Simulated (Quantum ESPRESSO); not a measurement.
Crystal: Fe.

```
Fe
1.0
    -1.44300    1.44300    1.44300
     1.44300   -1.44300    1.44300
     1.44300    1.44300   -1.44300
Fe
1
Cartesian
  0.0000 0.0000 0.0000
```

- Program: Quantum ESPRESSO 7.5
- Task: Wannier functions
- Functional: PBE
- Potentials or basis: PseudoDojo 0.4.1 SR PBE standard
- Cutoff: 1225 eV
- Density cutoff: 4898 eV
- k mesh: 10 × 10 × 10
- Occupations: fermi-dirac, width 0.05 eV
- Spin: collinear spin, ferromagnetic start
- Starting moments: [3.0] μB
- Mixing beta: 0.3
- Most SCF iterations: 120
- SCF threshold: 2e-10 Ry
- k mesh for the Wannier functions: 8 × 8 × 8
- Projections: Fe spd

Start: atomic projections with disentanglement, frozen window up to 1.0 eV over the reference level; the lowest 4 bands are left out. The reference level is the Fermi level, or the middle of the gap.

Question: With atomic projections with disentanglement, how many functions result, how localised are they, and how well do they interpolate the bands?

Answer: 18 functions with spreads from 0.45 to 0.82 Å², 12.6 Å² in all; they miss the direct bands by 7 meV (root mean square).

Spin up: Wannier functions:
```csv
function,nearest atom,distance (Å),spread (Å²),on-site energy from the reference level (eV)
1,1 Fe,0.59,0.82,8.05
2,1 Fe,0.60,0.82,8.04
3,1 Fe,0.60,0.82,8.05
4,1 Fe,0.60,0.82,8.05
5,1 Fe,0.60,0.82,8.04
6,1 Fe,0.00,0.45,-1.15
7,1 Fe,0.00,0.45,-1.15
8,1 Fe,0.60,0.82,8.04
9,1 Fe,0.00,0.45,-1.15
```
Spin down: Wannier functions:
| function | nearest atom | distance (Å) | spread (Å²) | on-site energy from the reference level (eV) |
| --- | --- | --- | --- | --- |
| 1 | 1 Fe | 0.66 | 0.81 | 9.37 |
| 2 | 1 Fe | 0.66 | 0.81 | 9.36 |
| 3 | 1 Fe | 0.66 | 0.81 | 9.36 |
| 4 | 1 Fe | 0.66 | 0.81 | 9.36 |
| 5 | 1 Fe | 0.66 | 0.81 | 9.36 |
| 6 | 1 Fe | 0.00 | 0.49 | 1.26 |
| 7 | 1 Fe | 0.00 | 0.49 | 1.26 |
| 8 | 1 Fe | 0.66 | 0.81 | 9.36 |
| 9 | 1 Fe | 0.00 | 0.49 | 1.26 |

Parts of the spread (Å²): spin up: invariant 5.13, diagonal 0.005, off-diagonal 1.15, total 6.28; spin down: invariant 5.23, diagonal 0.002, off-diagonal 1.08, total 6.31. Against the direct bands the interpolation misses by 7 meV (root mean square) and 81 meV at most, for states up to 1 eV over the reference level.

Caveat: the k mesh is coarse.
